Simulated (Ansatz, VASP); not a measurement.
CdS in VASP and in Ansatz

Contents of INCAR:

```
ALGO = Normal
EDIFF = 1E-7
ENCUT = 520
GGA = PE
ISIF = 2
ISMEAR = -1
LASPH = T
LCHARG = F
LREAL = F
LWAVE = F
NBANDS = 16
NELM = 60
PREC = Accurate
SIGMA = 0.05
```

Contents of KPOINTS:

```
k-points
0
Gamma
  8 8 8
```

The input POSCAR:

```
CdS
1.0
    0.0000000000      2.7714779354      2.7714779354
    2.7714779354      0.0000000000      2.7714779354
    2.7714779354      2.7714779354      0.0000000000
Cd S
1 1
Direct
    0.0000000000      0.0000000000      0.0000000000
    0.5000000000      0.5000000000      0.5000000000
```

The input input.yaml:

```yaml
crystal:
  lattice:
    - [0.0, 2.7714779354, 2.7714779354]
    - [2.7714779354, 0.0, 2.7714779354]
    - [2.7714779354, 2.7714779354, 0.0]
  atoms:
    - { symbol: Cd, position: [0.0, 0.0, 0.0] }
    - { symbol: S, position: [0.5, 0.5, 0.5] }
hamiltonian:
  xc: pbe
  pseudopotentials: { kind: paw }
kpoints:
  mp_grid: { grid: [8, 8, 8] }
scf:
  occupations: { method: fermi_dirac, width: 0.05 }
output:
  forces: true
  stress: true
  eigenvalues: true
  write_density: true
  write_potential: true
  elf: true
  volumetric_format: npy
```

Change from the starting cell: volume scaled by 1.02.

Alike in both runs: task single point; functional PBE; k mesh 8 × 8 × 8; occupations fermi-dirac, width 0.05 eV; no spin polarisation.

|  | VASP | Ansatz |
| --- | --- | --- |
| version | VASP 6.6.1 | Ansatz 0.2.0 |
| potentials or method | VASP PAW PBE potentials, release 64 (Cd, S) | Ansatz PAW |
| plane-wave cutoff (eV) | 520 | 420 |
| valence electrons in the cell | 18 | 26 |

Ansatz gave:

| Item | Value |
| --- | --- |
| gap on the k mesh at the Fermi level (eV) | 0.26 |
| least direct gap on the mesh (eV) | 1.43 |
| pressure (GPa) | -1.8 |

Task: Estimate VASP's values.

Result: gap on the k mesh at the Fermi level (eV): 0.26; least direct gap on the mesh (eV): 1.41; pressure (GPa): -1.4.

The two sets of potentials don't hold the same shells in valence.

A k mesh can miss the band edges.
